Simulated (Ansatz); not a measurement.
# CdTe (F-43m) in Ansatz: reference runs

Aim: a first look at CdTe with PBE, on the cell as given and on a disturbed one.

All numbers are computed with Ansatz 0.2.0; they aren't measurements. Logs are shortened: lines on timing, memory, paths and dates and some standing lists are left out, and cuts for length are marked.

**The experiment to reproduce.**

From a printed reference work, data compilation, for a bulk crystal of CdTe at 0 K: band gap 1.607 eV.

The results are compared with them further down.

### 1 Starting point

It takes space group F-43m (No. 216, cubic). The conventional cell has a = 6.410 Å, b = 6.410 Å, c = 6.410 Å, α = 90.00°, β = 90.00°, γ = 90.00°. Te (site symmetry -43m) is surrounded by 4 Cd at 2.78 Å. Around Cd (site symmetry -43m) lie 4 Te at 2.78 Å.

### 2 Single point, PBE

input.yaml reads:

```yaml
crystal:
  lattice:
    - [0.0, 3.205, 3.205]
    - [3.205, 0.0, 3.205]
    - [3.205, 3.205, 0.0]
  atoms:
    - { symbol: Te, position: [0.75, 0.75, 0.75] }
    - { symbol: Cd, position: [0.0, 0.0, 0.0] }
kpoints:
  mp_grid: { grid: [7, 7, 7] }
scf:
  occupations: { method: fermi_dirac, width: 0.05 }
hamiltonian:
  xc: pbe
  pseudopotentials: { kind: all_electron, lapw: { basis_error: 0.001 } }
output:
  forces: true
  stress: true
  eigenvalues: true
  populations: true
```

Potentials or basis: all-electron LAPW, scalar-relativistic.

Launch:

```sh
$ ansatz run input.yaml --threads 1 --pin off --max-ram 2560MiB --backend cpu --events-out ev --progress --plain --runs-dir out
```

Log:

```text
Warning: RAYON_NUM_THREADS=1 ignored (pool sized by the plan → 1); use --threads N
Te: projections on atomic orbitals take those of the free atom 1s2 2s2 2p6 3s2 3p6 3d10 4s2 4p6 4d10 5s2 5p4, of charge +0.00 (hamiltonian.pseudopotentials.projection_atoms)
Cd: projections on atomic orbitals take those of the free atom 1s2 2s2 2p6 3s2 3p6 3d10 4s2 4p6 4d10 5s2, of charge +0.00 (hamiltonian.pseudopotentials.projection_atoms)
LAPW: plane waves up to 8.257 Å⁻¹, error target 1.0e-3 eV per atom; small_component_spin mean_spin; Cd in spheres of 1.398 Å, 20 of its electrons in bands, Dirac shells []; Te in spheres of 1.378 Å, 24 of its electrons in bands, Dirac shells [] (how accurate: hamiltonian.pseudopotentials.lapw.basis_error, Limitations)
Engine: ansatz 0.2.0, x86_64-unknown-linux-gnu
Pseudopotentials: kind: all_electron
Pseudopotential: Te, LAPW, valence charge 24, lapw/all_electron/scalar/gaussian/Te, Koelling and Harmon's equation, gaussian nucleus
Pseudopotential: Cd, LAPW, valence charge 20, lapw/all_electron/scalar/gaussian/Cd, Koelling and Harmon's equation, gaussian nucleus
Functional definition: PBE
  parameter kappa = 0.804
  parameter beta = 0.06672455060314922
  exchange = pbe_x(kappa = kappa, mu = beta*pi^2/3)
  correlation = pbe_c(beta = beta)
Crystal: 2 atoms, lattice volume = 65.844 Å³
Basis set: ecut = 259.75125083614944 eV, 609 PW (Γ), exchange–correlation at level 2
Bands: 27, of which v1, the nominal top of the filled ones, is band 22 counted from 1 (21 counted from 0)
Symmetry: 24 space group operations
Space group: F-43m (ITA 216), of the structure as read, at distance tolerance 4.0e-5 Å
k-points: 20 of 343 (time reversal used)
Non-local potential: Te, projectors of the file, none
Non-local potential: Cd, projectors of the file, none
Initial density: superposition of atomic densities (chi_scale 0.1, normalization cell, long waves kept (reshape's long-wave potential 0.00 eV rms))
Initial wavefunctions: plane waves of lowest kinetic energy (no species holds an atomic orbital)
Functional: x = pbe(κ = 0.804, μ = 0.2195149727645171), c = pbe(β = 0.06672455060314922)
iter 1 solved again at ethr=1.27e-3 eV; its pass at ethr=1.00e-1 eV (dr2=5.61e-1 eV) is discarded
SCF iter   1: F=—  HF=-337120.881406 eV  |F-HF|=—  |Δ(HF+E_count)|=         —  Δρ=2.05e-2  dr2=5.62e-1  ethr=1.27e-3  ⟨swp⟩=2.0  Hψ=3488  notcnv=0
preconditioner: auto → none  [insulator: Δε(μ)=1.155 eV  Ē_g=11.769 eV  σ=0.050 eV  W_gap=1.00  n_scr=14 (ndim 8)  ℏωp=19.4 eV  f_vac=0.195  D(μ)=0.00/eV (n_scr^D=0)  ε∞_Penn≈3.7]
iter 2 solved again at ethr=4.92e-5 eV; its pass at ethr=1.27e-3 eV (dr2=2.16e-2 eV) is discarded
SCF iter   2: F=—  HF=-337120.677069 eV  |F-HF|=—  |Δ(HF+E_count)|=   2.04e-1  Δρ=6.31e-3  dr2=2.17e-2  ethr=4.92e-5  ⟨swp⟩=2.0  Hψ=2777  notcnv=0
SCF iter   3: F=—  HF=-337120.653411 eV  |F-HF|=—  |Δ(HF+E_count)|=   2.37e-2  Δρ=3.73e-3  dr2=8.83e-3  ethr=4.92e-5  ⟨swp⟩=2.5  Hψ=1648  notcnv=0
SCF iter   4: F=—  HF=-337120.653355 eV  |F-HF|=—  |Δ(HF+E_count)|=   5.65e-5  Δρ=1.34e-3  dr2=1.29e-3  ethr=2.01e-5  ⟨swp⟩=2.0  Hψ=1537  notcnv=0
SCF iter   5: F=—  HF=-337120.653476 eV  |F-HF|=—  |Δ(HF+E_count)|=   1.21e-4  Δρ=2.26e-4  dr2=2.59e-5  ethr=2.93e-6  ⟨swp⟩=2.0  Hψ=1537  notcnv=0
SCF iter   6: F=—  HF=-337120.653493 eV  |F-HF|=—  |Δ(HF+E_count)|=   1.76e-5  Δρ=3.93e-5  dr2=8.77e-7  ethr=5.88e-8  ⟨swp⟩=3.0  Hψ=1569  notcnv=0
SCF iter   7: F=-337120.653496 eV  HF=-337120.653496 eV  |F-HF|=4.36e-8  |Δ(HF+E_count)|=   2.65e-6  Δρ=4.51e-6  dr2=1.52e-8  ethr=1.99e-9  ⟨swp⟩=3.0  Hψ=1634  notcnv=0
SCF 1 converged in 7 iterations: F = -337120.653496 eV  dr2 = 1.52e-8
SCF converged after 7 iterations
Free energy (F): -337120.653496 eV
Harris-Foulkes:  -337120.653496 eV  (|F-HF|=4.36e-8)
Internal energy: -337120.653494 eV  (E = F + TS)
E sigma→0 (E₀):  -337120.653495 eV
Entropy (-TS):   -0.000002 eV (-0.001 meV/atom)
Fermi energy:    9.814619 eV
--- Per-component energies (eV) ---
  E_band       = -1620.511869
  E_kinetic    = 354736.799707
  E_xc         = -9001.873277
  E_electrostatic = -682855.579925  (all electrons and nuclei)
  E_smearing   = -0.000002  (= −TS)
  E_closure    = 0.000000  (closes the sum)
  E_atoms      = -337115.932394  (free atoms, spherical and without spin; not in F)
  Σ components = -337120.653496   (vs F -337120.653496, Δ=0.00e0)
  Basis errors (estimates in eV, not in F): energy 4.3e-4 per atom: plane waves 4.0e-4 (2.3e-4 summed), levels above the bands 1.3e-71, relativity 8.5e-8, radial functions 3.2e-5, core shells 4.2e-7; eigenvalues (radial functions only) 1.2e-6; not estimated: angular momenta, meshes, grids; target (lapw.basis_error) 1.0e-3; muffin-tin radii Cd 1.398 Å, Te 1.378 Å
--- Forces (eV/Å), atoms counted from 1 ---
  atom   1  Te    -0.00000000     0.00000000    -0.00000000
  atom   2  Cd     0.00000000    -0.00000000     0.00000000
  max |Σ_I F_I| component: 5.09e-17 eV/Å
--- Stress (GPa, compression-positive) ---
        4.259438      -0.000000       0.000000
       -0.000000       4.259438       0.000000
        0.000000       0.000000       4.259438
  P = ⅓ Tr σ = 4.2594 GPa (42.594 kbar)
--- Band table (eV; the first three rows and the last of 20) ---
  k-point 0: bands = ["-149.3646", "-99.4040", "-99.4040", "-99.4040", "-92.8601", "-53.9213", "-53.9213", "-53.9213", "-26.7464", "-26.7464", "-26.7464", "-26.7370", "-26.7370", "-2.0203", "0.9485", "0.9485", "0.9485", "1.2344", "1.2344", "9.3475", "9.3475", "9.3475", "10.2199", "13.9443", "13.9443", "13.9443", "16.8474"]
  k-point 1: bands = ["-149.3646", "-99.4040", "-99.4040", "-99.4040", "-92.8601", "-53.9214", "-53.9213", "-53.9213", "-26.7465", "-26.7464", "-26.7464", "-26.7370", "-26.7370", "-1.9393", "0.9641", "0.9641", "1.0109", "1.2332", "1.2332", "7.8761", "9.1609", "9.1609", "11.1859", "13.9922", "14.2218", "14.2218", "17.7253"]
  k-point 2: bands = ["-149.3646", "-99.4040", "-99.4040", "-99.4040", "-92.8601", "-53.9214", "-53.9214", "-53.9214", "-26.7465", "-26.7462", "-26.7462", "-26.7370", "-26.7370", "-1.7566", "0.9956", "0.9956", "1.2275", "1.2350", "1.2350", "6.1312", "8.8033", "8.8033", "11.3730", "14.5637", "14.5637", "15.1660", "17.5084"]
  k-point 19: bands = ["-149.3646", "-99.4040", "-99.4040", "-99.4040", "-92.8601", "-53.9214", "-53.9214", "-53.9214", "-26.7466", "-26.7463", "-26.7458", "-26.7370", "-26.7367", "-1.4729", "1.0742", "1.0903", "1.1998", "1.2371", "1.8307", "5.0196", "6.6930", "7.4198", "13.0713", "14.2046", "15.3099", "16.1036", "18.3367"]
--- Löwdin populations: 2 sites ---
  site symbol       q [e]
     0     Te     52.9499
     1     Cd     46.8339
  spilling = 0.002163 (of n_electrons = 100.000000)
```

Run time: 14 s. Hardware: 1 thread of Intel Xeon Platinum 8259CL at 2.50GHz (Skylake/Cascade Lake), shared host; peak memory 0.34 GiB.

Results:

```yaml
Free_energy: -337120.6535 eV
Pressure: 4.3 GPa
Band_gap_on_the_k_mesh: 0.87 eV, direct
Loewdin_charges: Te -0.95; Cd +1.17 e
```

Levels at points of the mesh, in eV from the valence-band top:
```csv
k point,band 18,band 19,band 20,band 21,band 22,band 23,band 24,band 25,band 26,band 27
"(0.00, 0.00, 0.00)",-8.11,-8.11,0.00,0.00,0.00,0.87,4.60,4.60,4.60,7.50
```

Caveat: the atomic charges don't sum to the cell's charge; spin-orbit coupling is left out, which moves the levels of the heavy elements.

### 3 Single point, PBE (atoms moved at random, drawn with an rms of 0.05 Å)

input.yaml, as its differences from that of step 2:

```diff
@@ -6,4 +6,4 @@
   atoms:
-    - { symbol: Te, position: [0.75, 0.75, 0.75] }
-    - { symbol: Cd, position: [0.0, 0.0, 0.0] }
+    - { symbol: Te, position: [0.743007, 0.741067, 0.751059] }
+    - { symbol: Cd, position: [0.004946, 0.00178, -0.007611] }
 kpoints:
```

Potentials or basis: all-electron LAPW, scalar-relativistic.

Launch:

```sh
$ ansatz run input.yaml --threads 1 --pin off --max-ram 2560MiB --backend cpu --events-out ev --progress --plain --runs-dir out
```

It took 97 s on 1 thread of Intel Xeon Platinum 8259CL at 2.50GHz (Skylake/Cascade Lake), shared host; peak memory 0.72 GiB.

It converged, with:

```
Free energy            : -337120.6394 eV
Pressure               : 4.4 GPa
Largest force          : 0.381 eV/Å
Band gap on the k mesh : 0.83 eV, direct
Loewdin charges        : Te -0.95; Cd +1.17 e
```

Forces in eV/Å, atoms in the order of the input:
```
Te   0.021  0.047  0.378
Cd  -0.021 -0.047 -0.378
```

Stress tensor (GPa, compression positive):
```
 4.39 -1.38 -0.18
-1.38  4.39 -0.09
-0.18 -0.09  4.28
```

Levels at points of the mesh, in eV from the valence-band top:
```tsv
k point	band 19	band 20	band 21	band 22	band 23	band 24	band 25	band 26
(0.00, 0.00, 0.00)	-8.17	-0.11	-0.05	0.00	0.83	4.51	4.55	4.61
```

Caveat: the atomic charges don't sum to the cell's charge; spin-orbit coupling is left out, which moves the levels of the heavy elements.

### 4 How close it comes

Step 2. Against the measured gap of CdTe, 1.607 eV (0 K; a printed reference work, data compilation), the calculated 0.87 eV is off by -0.73 eV. Spin-orbit coupling on Cd, Te is left out. The value is that of PBE, without temperature or zero-point motion. Semilocal functionals fall short of measured gaps as a rule.
